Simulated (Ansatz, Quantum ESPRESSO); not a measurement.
One calculation of Sb, 3 ways

```xyz
1
Lattice="3.1600 0.0000 0.0000 0.0000 3.1600 0.0000 0.0000 0.0000 3.1600" Properties=species:S:1:pos:R:3 pbc="T T T"
Sb    0.0000    0.0000    0.0000
```

This isn't the form of Sb at room conditions, which is rhombohedral.

Alike in all runs: task band structure; functional LDA; k mesh 8 × 8 × 8; occupations fermi-dirac, width 0.05 eV; no spin polarisation; no spin-orbit coupling. LDA stands for any of its common fits. Pressure is positive in compression and, in plane waves, holds the error of the finite cutoff, which Ansatz's Pulay term estimates and takes out.

| program and potentials | plane-wave cutoff (eV) | notes | pressure (GPa) |
| --- | --- | --- | --- |
| Ansatz, Ansatz PAW | 420 | potentials made for PBE, which Ansatz adapts in part; Pulay term of +0.03 GPa included | -5.72 |
| Ansatz, all-electron LAPW, scalar-relativistic | - | - | -5.69 |
| Quantum ESPRESSO, GBRV 1.5 LDA | 612 | - | -5.88 |

The pressure spans -5.88 (Quantum ESPRESSO, GBRV 1.5 LDA) to -5.69 GPa (Ansatz, all-electron LAPW, scalar-relativistic), with all-electron results at -5.69.

The functional is the same throughout but for its coding, so the spread measures potentials, basis and numerics; runs on potential files found faulty are left out.
